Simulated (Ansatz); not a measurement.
Hf:

```
Hf
1.0
     0.00000    2.22000    2.22000
     2.22000    0.00000    2.22000
     2.22000    2.22000    0.00000
Hf
1
Direct
  0.00000 0.00000 0.00000
```

This isn't the form of Hf at room conditions, which is hcp.

| Quantity | Value |
| --- | --- |
| Program | Ansatz 0.2.0 |
| Task | relaxation of cell and atoms |
| Functional | PBE |
| Potentials or basis | Ansatz PAW |
| Cutoff | 420 eV (not typed: the program's choice for these potentials) |
| k mesh | 10 × 10 × 10 |
| Occupations | fermi-dirac, width 0.05 eV |
| Spin | no spin polarisation |

At the start: volume 21.88 Å³/atom.

Q: Where does the relaxation end?

A: It ends after 4 steps and the volume is 22.52 Å³/atom (+2.9 %); space group Fm-3m (No. 225, to 0.05 Å).

Step by step:
| step | energy change (eV) | largest force (eV/Å) | volume (Å³) |
| --- | --- | --- | --- |
| 1 | 0.0000 | 0.0000 | 21.88 |
| 2 | -0.0057 | 0.0000 | 22.55 |
| 3 | -0.0057 | 0.0000 | 22.52 |
| 4 | -0.0059 | 0.0000 | 22.52 |

Final structure:
```cif
data_structure
_symmetry_space_group_name_H-M 'P 1'
_symmetry_Int_Tables_number 1
_cell_length_a 3.1696
_cell_length_b 3.1696
_cell_length_c 3.1696
_cell_angle_alpha 60.000
_cell_angle_beta 60.000
_cell_angle_gamma 60.000
_cell_volume 22.52
loop_
_atom_site_label
_atom_site_type_symbol
_atom_site_fract_x
_atom_site_fract_y
_atom_site_fract_z
_atom_site_occupancy
Hf1 Hf 0.00000 0.00000 0.00000 1
```

Caveat: the plane-wave basis is chosen anew once the cell has moved, so the energies of steps on either side of that aren't comparable.
